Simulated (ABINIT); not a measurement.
A run of ABINIT 10.8.3 (patched build) is set up as follows.

Contents of run.abi:

```
# Pseudopotentials
pp_dirpath "./"
pseudos "Ti.upf, Si.upf"

# Structure
acell 3*1.0
rprim
    -2.7833246966     3.2354567898     7.9596832842
     2.7833246966    -3.2354567898     7.9596832842
     2.7833246966     3.2354567898    -7.9596832842
ntypat 2
znucl 22 14
natom 3
typat 1 2 2
xred
     0.0000000000     0.0000000000     0.0000000000
     0.6700780000     0.6700780000     0.0000000000
     0.3299220000     0.3299220000     0.0000000000
chkprim 0
chksymtnons 0
tolsym 1.0e-6

# Plane-wave basis
ecut 1034.032677 eV

# k points
kptopt 1
ngkpt 9 9 9
nshiftk 1
shiftk 0.0 0.0 0.0

# Exchange and correlation
ixc -116133

# Bands and occupations
nband 14
occopt 3
tsmear 0.00183747

# SCF cycle
nstep 100
tolvrs 1.0e-10

# Output
iomode 3
prtwf 0
prtden 0
prteig 0
prtebands 0
```

Potentials or basis: PseudoDojo NC SR PBEsol v0.4.1 standard.

Launch:

```console
$ mpirun --bind-to none -np 4 abinit run.abi > log 2>&1
```

Question: Predict the largest force.

Answer: 0.060 eV/Å.

Question: What does it give for the band gap on the k mesh?

Answer: None (metal or under the smearing width).

Question: Predict the pressure.

Answer: -3.8 GPa.

Stress tensor (GPa, compression positive):
```
-3.37  0.00  0.00
 0.00 -3.41  0.00
 0.00  0.00 -4.56
```
